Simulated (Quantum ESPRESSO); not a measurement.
**NaCl in Quantum ESPRESSO: convergence with k mesh**

Crystal: NaCl.

```
Cl Na
1.0
     3.50219    0.00000    0.00000
     0.00000    3.50219    0.00000
     0.00000    0.00000    3.50219
Cl Na
1 1
Direct
  0.50000 0.50000 0.50000
  0.00000 0.00000 0.00000
```

Measurements of this composition are mostly on another form, of space group No. 225.

| Property | Result |
| --- | --- |
| Program | Quantum ESPRESSO 7.5 |
| Task | single point |
| Functional | LDA |
| Potentials or basis | PseudoDojo 0.4.1 SR LDA standard |
| Cutoff | 1197 eV |
| Density cutoff | 4789 eV |
| k mesh | 1 × 1 × 1 |
| Occupations | fermi-dirac, width 0.1 eV |
| Spin | no spin polarisation |

These are the settings of the first run; the series varies k mesh, with any setting tied to it.

Hardware: 1 thread of Intel(R) Xeon(R) 6975P-C (Granite Rapids), with other jobs on the host.

```tsv
k mesh	energy less the tightest run, at zero smearing (meV/atom)	pressure (GPa)	gap on the mesh (eV)	SCF cycles	CPU time (s)	peak memory (GiB)
1 × 1 × 1	2394.71	19.84	3.400	8	1	0.06
2 × 2 × 2	272.45	0.92	3.361	8	1.9	0.06
4 × 4 × 4	5.22	-2.96	3.593	8	3.6	0.07
5 × 5 × 5	0.98	-3.05	3.653	7	3.5	0.07
6 × 6 × 6	0.21	-3.07	3.602	8	6.6	0.07
7 × 7 × 7	0.05	-3.08	3.630	8	6.6	0.07
8 × 8 × 8	0.01	-3.08	3.602	8	11	0.08
10 × 10 × 10	0.00	-3.08	3.602	8	17	0.1
11 × 11 × 11	0.00	-3.08	3.614	8	17	0.1
```

Against the tightest run, the energy stays within 1 meV/atom from 5 × 5 × 5 on; the pressure stays within 0.1 GPa from 5 × 5 × 5 on. Not settled before the last step: the gap on the mesh (to 0.01 eV). Meshes of other sizes hit other points, so gaps and Fermi surfaces needn't settle smoothly. The tightest run that finished is the yardstick and may itself not be fully converged.

Caveat, for the tightest run too: an odd mesh through Γ misses points on the zone boundary, where band edges often lie.
